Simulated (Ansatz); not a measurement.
# GdN (antiNiAs): response to moved atoms and strain

How does GdN (antiNiAs) push back when it is distorted? Each run changes the relaxed cell in one way. The cell was built by placing the elements on the sites of a structure type; the runs don't test whether it is the stable form.

Computed with Ansatz 0.2.0 (DFT PBE, scalar-relativistic, plane waves, PAW, unless a step's input says otherwise).

7 further runs of the same task are left out: 4 that didn't finish, 3 set aside as unsound or not needed. Runs told in other sessions of the task aren't counted.

## Step 1: The structure to begin with

Symmetry: P6_3/mmc, No. 194, hexagonal system. The conventional cell has a = 3.437 Å, b = 3.437 Å, c = 5.965 Å, α = 90.00°, β = 90.00°, γ = 120.00°. Gd (site symmetry -6m2) has 6 N at 2.48 Å in its first shell of neighbours. Around N (site symmetry -3m) lie 6 Gd at 2.48 Å.

Coordinates:

```
Gd N
1.0
     3.43709    0.00000    0.00000
    -1.71854    2.97660    0.00000
     0.00000    0.00000    5.96507
Gd N
2 2
Direct
  0.33333 0.66667 0.25000
  0.66667 0.33333 0.75000
  0.00000 0.00000 0.00000
  0.00000 0.00000 0.50000
```

An earlier run at PBE left this cell at 15.257 Å³/atom and 0.02 GPa (10×10×8 mesh).

The changes: atom 4 (N) moved 0.12 Å along y; atom 4 (N) moved 0.12 Å along z; strain e2 = +0.01, atoms carried along; strain e3 = -0.01, atoms carried along.

## Step 2: Atom 4 (N) moved 0.12 Å along y

input.yaml

```yaml
crystal:
  lattice:
    - [3.4370865006, 0.0, 0.0]
    - [-1.7185432503, 2.9766042245, 0.0]
    - [0.0, 0.0, 5.9650669071]
  atoms:
    - { symbol: Gd, position: [0.3333333333, 0.6666666667, 0.25], spin: 7.54 }
    - { symbol: Gd, position: [0.6666666667, 0.3333333333, 0.75], spin: 7.54 }
    - { symbol: "N", position: [0.0, 0.0, 0.0] }
    - { symbol: "N", position: [0.0201571978, 0.0403143955, 0.5] }
basis:
  ecutwfc: 420
  ecutrho_ratio: 4
kpoints:
  mp_grid: { grid: [10, 10, 8] }
hamiltonian:
  xc: pbe
scf:
  occupations: { method: gaussian, width: 0.05 }
  lower_state_search: "off"
output:
  forces: true
  stress: true
  eigenvalues: true
  populations: true
  write_density: true
  write_potential: true
  elf: true
  volumetric_format: npy
magnetization:
  spin_polarized: true
checkpoint:
  read: start.run
  write: ck
  compress: false
  write_wavefunctions: false
  write_every: 100000
```

start.run holds the converged state of the cell before the atoms were moved.

Started as:

```console
$ ansatz run input.yaml --threads 2 --pin off --max-ram 2662MiB --backend cpu --events-out ev --progress --plain --runs-dir out
```

Further steps of the session: Atom 4 (N) moved 0.12 Å along z; Strain e2 = +0.01, atoms carried along; Strain e3 = -0.01, atoms carried along.

What does the calculation give? Wanted: for each run, change; change of free energy; largest force; largest change of stress.

The runs gave:

| change | change of free energy (meV/atom) | largest force (eV/Å) | largest change of stress (GPa) |
| --- | --- | --- | --- |
| atom 4 (N) moved 0.12 Å along y | 4.84 | 0.333 | 0.40 |
| atom 4 (N) moved 0.12 Å along z | 14.38 | 0.995 | 0.41 |
| strain e2 = +0.01, atoms carried along | 1.17 | 0.017 | 2.44 |
| strain e3 = -0.01, atoms carried along | 1.75 | 0.000 | 3.60 |

Moving atom 4 by 0.12 Å meets a restoring force of 0.333 eV/Å along the move, a force constant of about 2.8 eV/Å². Moving atom 4 by 0.12 Å meets a restoring force of 0.964 eV/Å along the move, a force constant of about 8.0 eV/Å². The strain e2 = +0.01 changes that stress component by -2.44 GPa (compression positive), a ratio of 244 GPa; that is a secant over a finite strain with the atoms carried along, not the elastic constant. The strain e3 = -0.01 changes that stress component by +3.60 GPa (compression positive), a ratio of 360 GPa; that is a secant over a finite strain with the atoms carried along, not the elastic constant. No change lowers the energy by more than 0.5 meV/atom; other distortions weren't tried. No U or exact exchange acts on the open f shell of Gd, so the metal holds for this level alone. Spin–orbit coupling is left out, though the cell holds Gd; it splits the 4f levels.
